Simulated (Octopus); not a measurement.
## KI under changes of volume

One of the cells (44.091 Å³/atom); the others are scaled copies at fixed shape and fractional positions:

```
CELL_PARAMETERS angstrom
0.00000 3.53277 3.53277
3.53277 0.00000 3.53277
3.53277 3.53277 0.00000
ATOMIC_POSITIONS crystal
I 0.50000 0.50000 0.50000
K 0.00000 0.00000 0.00000
```

```yaml
Program: Octopus 16.4
Functional: PBE
Potentials_or_basis: pseudodojo_pbe (PseudoDojo 0.5, PBE)
Grid_spacing: 0.139 Å
k_mesh: 7 × 7 × 7
Occupations: fermi-dirac, width 0.05 eV
Spin: no spin polarisation
```

| volume (Å³/atom) | energy over the lowest point (meV/atom) | gap on the mesh (eV) |
| --- | --- | --- |
| 41.445 | 20.95 | 4.11 |
| 42.327 | 12.91 | 4.06 |
| 43.209 | 7.41 | 4.01 |
| 44.091 | 3.64 | 3.96 |
| 44.973 | 1.17 | 3.92 |
| 45.854 | 0.00 | 3.87 |
| 46.736 | ? | ? |

Q: What does the run at 46.736 Å³/atom give?

A: Energy over the lowest point 0.08 meV/atom; gap on the mesh 3.83 eV.

Worked out: A Birch-Murnaghan fit of order 3 (a polynomial in V^(-2/3)) to the other rows has its minimum at 47.13 Å³/atom, just outside them, with B0 = V·E''(V) = 4.0 GPa (rough, since the energies scatter). It gives -0.53 meV/atom at 46.736 Å³/atom, against the run's 0.08. A straight line through the other rows of the gap, of slope -2.36 eV per unit of ln V (its deformation potential), extrapolates to 3.83 eV, against the run's 3.83.

Energies are extrapolated to zero smearing.

Caveats: spin-orbit coupling is left out, which moves the levels of the heavy elements; an odd mesh through Γ misses points on the zone boundary, where band edges often lie (some runs).
